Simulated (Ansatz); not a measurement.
## InP: elastic constants from stress and strain

```yaml
crystal:
  lattice:
    - [0.00000, 2.85500, 2.85500]
    - [2.85500, 0.00000, 2.85500]
    - [2.85500, 2.85500, 0.00000]
  atoms:
    - { symbol: In, position: [0.00000, 0.00000, 0.00000] }
    - { symbol: P, position: [0.50000, 0.50000, 0.50000] }
```

Atom numbers follow the list: In1, P2.

The geometry is COD entry 1538565, unchecked; take it as a test cell.

No spin–orbit coupling, which matters for the heavy atoms here.

The calculation used Ansatz 0.2.0, DFT, LDA, all-electron LAPW, scalar-relativistic.

Settings: a Γ-centred 11×11×11 k mesh, Fermi–Dirac smearing of 0.05 eV, basis error target 1 meV/atom, no spin polarisation.

The unstrained cell is at -9.65 GPa. Large strains and very small stresses are left out. Each strain is applied once, with fractional coordinates held (clamped ions), and σ below is the change of stress, positive in tension. One finite strain gives stress–strain coefficients at this pressure with an error of the order of the strain times third-order constants, a few per cent for each per cent of strain. In a metal the k mesh adds noise of tens of per cent to soft shears.

(1) Estimate the stiffness probed by this change, and the stress that it gives: equal xy, yz and zx engineering shear strains of -1 %.

(2) With equal xy, yz and zx engineering shear strains of +1 %, the run gives σxy = 0.29 GPa and γxy = 2εxy = 0.0100. Which stiffness follows?

(3) The two estimates of C44 (clamped ions) differ. Why, and which value is best?

Results:

(1) σxy = -0.28 GPa and γxy = 2εxy = -0.0100, so C44 (clamped ions) = σxy/γxy = 28 GPa.

(2) C44 (clamped ions) = σxy/γxy = 29 GPa.

(3) Finite strains add third-order terms, and in a metal the k mesh adds noise; two strains on one mesh can't tell these apart, so neither value is shown to be the better.
